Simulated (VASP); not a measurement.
Input of a VASP 6.6.1 run:

Contents of INCAR:

```
SYSTEM = CsSnBr3
  PREC = Accurate
  ENCUT = 520
  EDIFF = 1E-6
  ISMEAR = 0
  SIGMA = 0.03
  LREAL = .FALSE.
  LASPH = .TRUE.
  NELM = 80
  ALGO = Normal
  ISIF = 2
  LWAVE = .FALSE.
  LCHARG = .FALSE.
  KPAR = 2
```

Contents of KPOINTS:

```
regular mesh
0
G
  6 6 6
  0 0 0
```

File POSCAR:

```
CsSnBr3                                 
1.0
    5.7688234695      0.0000000000      0.0000000000
    0.0000000000      5.7688234695      0.0000000000
    0.0000000000      0.0000000000      5.7688234695
  Cs              Sn              Br            
     1     1     3
Direct
     0.0000000000000000    0.0000000000000000    0.0000000000000000
     0.5000000000000000    0.5000000000000000    0.5000000000000000
     0.5000000000000000    0.0000000000000000    0.5000000000000000
     0.5000000000000000    0.5000000000000000    0.0000000000000000
     0.0000000000000000    0.5000000000000000    0.5000000000000000
```

File KPOINTS_OPT:

```
explicit points
128
Reciprocal
 0.0000000000  0.0000000000  0.0000000000 1
 0.0000000000  0.0555555556  0.0000000000 1
 0.0000000000  0.1111111111  0.0000000000 1
 0.0000000000  0.1666666667  0.0000000000 1
 0.0000000000  0.2222222222  0.0000000000 1
 0.0000000000  0.2777777778  0.0000000000 1
 0.0000000000  0.3333333333  0.0000000000 1
 0.0000000000  0.3888888889  0.0000000000 1
 0.0000000000  0.4444444444  0.0000000000 1
 0.0000000000  0.5000000000  0.0000000000 1
 0.0000000000  0.5000000000  0.0000000000 1
 0.0555555556  0.5000000000  0.0000000000 1
 0.1111111111  0.5000000000  0.0000000000 1
 0.1666666667  0.5000000000  0.0000000000 1
 0.2222222222  0.5000000000  0.0000000000 1
 0.2777777778  0.5000000000  0.0000000000 1
 0.3333333333  0.5000000000  0.0000000000 1
 0.3888888889  0.5000000000  0.0000000000 1
 0.4444444444  0.5000000000  0.0000000000 1
 0.5000000000  0.5000000000  0.0000000000 1
 0.5000000000  0.5000000000  0.0000000000 1
 0.4444444444  0.4444444444  0.0000000000 1
 0.3888888889  0.3888888889  0.0000000000 1
 0.3333333333  0.3333333333  0.0000000000 1
 0.2777777778  0.2777777778  0.0000000000 1
 0.2222222222  0.2222222222  0.0000000000 1
 0.1666666667  0.1666666667  0.0000000000 1
 0.1111111111  0.1111111111  0.0000000000 1
 0.0555555556  0.0555555556  0.0000000000 1
 0.0000000000  0.0000000000  0.0000000000 1
 0.0000000000  0.0000000000  0.0000000000 1
 0.0555555556  0.0555555556  0.0555555556 1
 0.1111111111  0.1111111111  0.1111111111 1
 0.1666666667  0.1666666667  0.1666666667 1
 0.2222222222  0.2222222222  0.2222222222 1
 0.2777777778  0.2777777778  0.2777777778 1
 0.3333333333  0.3333333333  0.3333333333 1
 0.3888888889  0.3888888889  0.3888888889 1
 0.4444444444  0.4444444444  0.4444444444 1
 0.5000000000  0.5000000000  0.5000000000 1
 0.5000000000  0.5000000000  0.5000000000 1
 0.4444444444  0.5000000000  0.4444444444 1
 0.3888888889  0.5000000000  0.3888888889 1
 0.3333333333  0.5000000000  0.3333333333 1
 0.2777777778  0.5000000000  0.2777777778 1
 0.2222222222  0.5000000000  0.2222222222 1
 0.1666666667  0.5000000000  0.1666666667 1
 0.1111111111  0.5000000000  0.1111111111 1
 0.0555555556  0.5000000000  0.0555555556 1
 0.0000000000  0.5000000000  0.0000000000 1
 0.5000000000  0.5000000000  0.0000000000 1
 0.5000000000  0.5000000000  0.0555555556 1
 0.5000000000  0.5000000000  0.1111111111 1
 0.5000000000  0.5000000000  0.1666666667 1
 0.5000000000  0.5000000000  0.2222222222 1
 0.5000000000  0.5000000000  0.2777777778 1
 0.5000000000  0.5000000000  0.3333333333 1
 0.5000000000  0.5000000000  0.3888888889 1
 0.5000000000  0.5000000000  0.4444444444 1
 0.5000000000  0.5000000000  0.5000000000 1
 0.0000000000  0.0000000000  0.0000000000 1
 0.0111516800  0.0000000000  0.0000000000 1
-0.0111516800  0.0000000000  0.0000000000 1
 0.0325257300  0.0000000000  0.0000000000 1
-0.0325257300  0.0000000000  0.0000000000 1
 0.0078854300  0.0078854300  0.0000000000 1
-0.0078854300 -0.0078854300  0.0000000000 1
 0.0229991700  0.0229991700  0.0000000000 1
-0.0229991700 -0.0229991700  0.0000000000 1
 0.0064384300  0.0064384300  0.0064384300 1
-0.0064384300 -0.0064384300 -0.0064384300 1
 0.0187787400  0.0187787400  0.0187787400 1
-0.0187787400 -0.0187787400 -0.0187787400 1
 0.0078854300 -0.0078854300  0.0000000000 1
-0.0078854300  0.0078854300  0.0000000000 1
 0.0229991700 -0.0229991700  0.0000000000 1
-0.0229991700  0.0229991700  0.0000000000 1
 0.5000000000  0.5000000000  0.0000000000 1
 0.5111516800  0.5000000000  0.0000000000 1
 0.4888483200  0.5000000000  0.0000000000 1
 0.5325257300  0.5000000000  0.0000000000 1
 0.4674742700  0.5000000000  0.0000000000 1
 0.5078854300  0.5078854300  0.0000000000 1
 0.4921145700  0.4921145700  0.0000000000 1
 0.5229991700  0.5229991700  0.0000000000 1
 0.4770008300  0.4770008300  0.0000000000 1
 0.5064384300  0.5064384300  0.0064384300 1
 0.4935615700  0.4935615700 -0.0064384300 1
 0.5187787400  0.5187787400  0.0187787400 1
 0.4812212600  0.4812212600 -0.0187787400 1
 0.5078854300  0.4921145700  0.0000000000 1
 0.4921145700  0.5078854300  0.0000000000 1
 0.5229991700  0.4770008300  0.0000000000 1
 0.4770008300  0.5229991700  0.0000000000 1
 0.5000000000  0.5000000000  0.5000000000 1
 0.5111516800  0.5000000000  0.5000000000 1
 0.4888483200  0.5000000000  0.5000000000 1
 0.5325257300  0.5000000000  0.5000000000 1
 0.4674742700  0.5000000000  0.5000000000 1
 0.5078854300  0.5078854300  0.5000000000 1
 0.4921145700  0.4921145700  0.5000000000 1
 0.5229991700  0.5229991700  0.5000000000 1
 0.4770008300  0.4770008300  0.5000000000 1
 0.5064384300  0.5064384300  0.5064384300 1
 0.4935615700  0.4935615700  0.4935615700 1
 0.5187787400  0.5187787400  0.5187787400 1
 0.4812212600  0.4812212600  0.4812212600 1
 0.5078854300  0.4921145700  0.5000000000 1
 0.4921145700  0.5078854300  0.5000000000 1
 0.5229991700  0.4770008300  0.5000000000 1
 0.4770008300  0.5229991700  0.5000000000 1
 0.0000000000  0.5000000000  0.0000000000 1
 0.0111516800  0.5000000000  0.0000000000 1
-0.0111516800  0.5000000000  0.0000000000 1
 0.0325257300  0.5000000000  0.0000000000 1
-0.0325257300  0.5000000000  0.0000000000 1
 0.0078854300  0.5078854300  0.0000000000 1
-0.0078854300  0.4921145700  0.0000000000 1
 0.0229991700  0.5229991700  0.0000000000 1
-0.0229991700  0.4770008300  0.0000000000 1
 0.0064384300  0.5064384300  0.0064384300 1
-0.0064384300  0.4935615700 -0.0064384300 1
 0.0187787400  0.5187787400  0.0187787400 1
-0.0187787400  0.4812212600 -0.0187787400 1
 0.0078854300  0.4921145700  0.0000000000 1
-0.0078854300  0.5078854300  0.0000000000 1
 0.0229991700  0.4770008300  0.0000000000 1
-0.0229991700  0.5229991700  0.0000000000 1
```

Potentials or basis: VASP PAW LDA potentials, release 64 (Cs_sv, Sn_d, Br).

Command:

```bash
$ cat potpaw_LDA.64/Cs_sv/POTCAR potpaw_LDA.64/Sn_d/POTCAR potpaw_LDA.64/Br/POTCAR > POTCAR
$ mpirun -np 2 vasp_std > vasp.out
```

Q: Estimate the band gap along the path.

A: 0.22 eV, direct.

Q: Predict the pressure.

A: -1.2 GPa.

Levels at the corners of the path, in eV from the valence-band top:
| point | band 19 | band 20 | band 21 | band 22 | band 23 | band 24 | band 25 | band 26 |
| --- | --- | --- | --- | --- | --- | --- | --- | --- |
| Γ | -3.22 | -3.07 | -3.07 | -3.07 | 1.74 | 2.81 | 2.81 | 3.53 |
| X | -3.39 | -3.21 | -3.21 | -2.11 | 1.31 | 3.28 | 3.88 | 3.95 |
| X | -3.39 | -3.21 | -3.21 | -2.11 | 1.31 | 3.28 | 3.90 | 3.96 |
| M | -3.51 | -3.51 | -2.69 | -1.03 | 0.81 | 0.81 | 3.80 | 4.04 |
| M | -3.51 | -3.51 | -2.69 | -1.03 | 0.81 | 0.81 | 3.80 | 4.04 |
| Γ | -3.22 | -3.07 | -3.07 | -3.07 | 1.74 | 2.81 | 2.81 | 3.53 |
| Γ | -3.22 | -3.07 | -3.07 | -3.07 | 1.74 | 2.81 | 2.81 | 3.53 |
| R | -2.67 | -2.67 | -2.67 | 0.00 | 0.22 | 0.22 | 0.22 | 3.27 |
| R | -2.67 | -2.67 | -2.67 | 0.00 | 0.22 | 0.22 | 0.22 | 3.27 |
| X | -3.39 | -3.21 | -3.21 | -2.11 | 1.31 | 3.28 | 3.88 | 3.98 |
| M | -3.51 | -3.51 | -2.69 | -1.03 | 0.81 | 0.81 | 3.80 | 4.04 |
| R | -2.67 | -2.67 | -2.67 | 0.00 | 0.22 | 0.22 | 0.22 | 3.27 |

Caveat: spin-orbit coupling is left out, which moves the levels of the heavy elements.

**Measured values to compare with.**

“Influence of hidden halogen mobility on local structure of CsSn(Cl1−xBrx)3 mixed-halide perovskites by solid-state NMR”, 2020, pmc:8179406 reports, for a powder of CsSnBr3 at 300 K: band gap 1.79 eV (optical).

A measured gap of CsSnBr3 is 1.79 eV (optical; 300 K; powder; “Influence of hidden halogen mobility on local structure of CsSn(Cl1−xBrx)3 mixed-halide perovskites by solid-state NMR”, 2020, pmc:8179406); the calculated 0.22 eV misses it by -1.57 eV. So large a miss can be the level of theory's own, or it may mean another phase, state or a wrong row. Spin-orbit coupling on Br, Cs, Sn is left out. The value is that of LDA, without temperature or zero-point motion. Semilocal functionals fall short of measured gaps as a rule. The cell is a database's relaxed one, not the measured one, which moves gaps too.
